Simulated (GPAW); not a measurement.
Crystal: CuO.

```
Cu O
1.0
     2.55255    0.00000    0.00000
     0.00000    2.55255    0.00000
     0.00000    0.00000    2.55255
Cu O
1 1
Cartesian
  0.0000 0.0000 0.0000
  1.2763 1.2763 1.2763
```

Measurements of this composition are mostly on another form, of space group No. 15.

Base run:

- Program: GPAW 26.7.0
- Functional: PBE
- Potentials or basis: GPAW PAW data sets (gpaw-data 1.2.1)
- Cutoff: 800 eV
- Basis: pw
- k mesh: 7 × 7 × 7
- Occupations: gaussian, width 0.05 eV
- Spin: collinear spin, ferromagnetic start
- Starting moments: [0.6, 0.0] μB
- Hubbard terms: Cu d U = 6 eV

Its results: band gap on the k mesh none (metal or under the smearing width); pressure 19.1 GPa; net moment 0.00 μB per cell.

**Question.** The run is repeated on the same cell with these changes: functional from PBE to r2SCAN; hubbard terms from Cu d U = 6 eV to Cu d U = 4 eV. What comes out?

**Answer.** Band gap on the k mesh none (metal or under the smearing width); pressure 11.6 GPa; net moment 0.00 μB per cell.

Several settings changed at once, so the effect can't be laid on one alone.

Caveats: with this Cu data set, volumes or pressures lay over 1.5 % or 2 GPa off other programs in two to four cells of ten; the PAW data sets were made with another functional, which shifts forces and pressure a little (some runs).
